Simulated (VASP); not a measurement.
## BaF2: relaxation of cell and atoms with PBEsol

BaF2:

```
CELL_PARAMETERS angstrom
0.00000 3.11287 3.11287
3.11287 0.00000 3.11287
3.11287 3.11287 0.00000
ATOMIC_POSITIONS crystal
Ba 0.00000 0.00000 0.00000
F 0.25000 0.25000 0.25000
F 0.75000 0.75000 0.75000
```

The cell comes from a database or a generator and needn't be the stable form of this composition.

```yaml
Program: VASP 6.6.1
Task: relaxation of cell and atoms
Functional: PBEsol
Potentials_or_basis: VASP PAW PBE potentials, release 64 (Ba_sv, F)
Cutoff: 580 eV
k_mesh: 6 × 6 × 6
Occupations: gaussian, width 0.02 eV
Spin: no spin polarisation
Further_INCAR_settings: ALGO = Normal; EDIFF = 1e-07; IBRION = 2; EDIFFG = -0.005; NSW = 90; ISIF = 3
```

```json
{
  "Relaxed volume": "19.64 Å³/atom",
  "Relaxed cell": "a = 4.368 Å, b = 4.368 Å, c = 4.368 Å, α = 60.00°, β = 60.00°, γ = 60.00°",
  "Space group after relaxing (to 0.05 Å)": "Fm-3m (No. 225)",
  "Energy gained by relaxing": "2.0 meV/atom",
  "Ionic steps": "3",
  "Pressure after relaxing": "0.0 GPa",
  "Band gap on the k mesh": "6.69 eV, indirect (least direct gap 6.76 eV)"
}
```

The path:
```csv
step,energy change (eV),largest force (eV/Å),pressure (GPa),volume (Å³)
1,0.0000,0.0000,-1.35,60.33
2,-0.0060,0.0000,0.06,58.86
3,-0.0061,0.0000,0.00,58.92
```

Final structure:
```xyz
3
Lattice="0.0000 3.0885 3.0885 3.0885 0.0000 3.0885 3.0885 3.0885 0.0000" Properties=species:S:1:pos:R:3 pbc="T T T"
Ba    0.0000    0.0000    0.0000
F     1.5442    1.5442    1.5442
F     4.6327    4.6327    4.6327
```

Levels at points of the mesh, in eV from the valence-band top:
| k point | band 9 | band 10 | band 11 | band 12 | band 13 | band 14 | band 15 | band 16 |
| --- | --- | --- | --- | --- | --- | --- | --- | --- |
| (0.00, 0.00, 0.00) | -1.55 | -0.07 | -0.07 | -0.07 | 6.69 | 9.16 | 9.16 | 11.43 |
| (0.50, 0.00, 0.00) | -0.68 | -0.34 | -0.16 | -0.16 | 9.08 | 9.18 | 9.18 | 9.74 |
| (0.50, 0.50, 0.00) | -0.37 | -0.31 | -0.31 | -0.13 | 7.21 | 8.97 | 10.72 | 12.00 |

Run time: 41 s on 1 thread of Intel(R) Xeon(R) Platinum 8488C (Sapphire Rapids) (shared host), peak memory 0.21 GiB.

Caveat: the PAW data sets were made with another functional, which shifts forces and pressure a little; spin-orbit coupling is left out, which moves the levels of the heavy elements. A k mesh can miss the band edges.
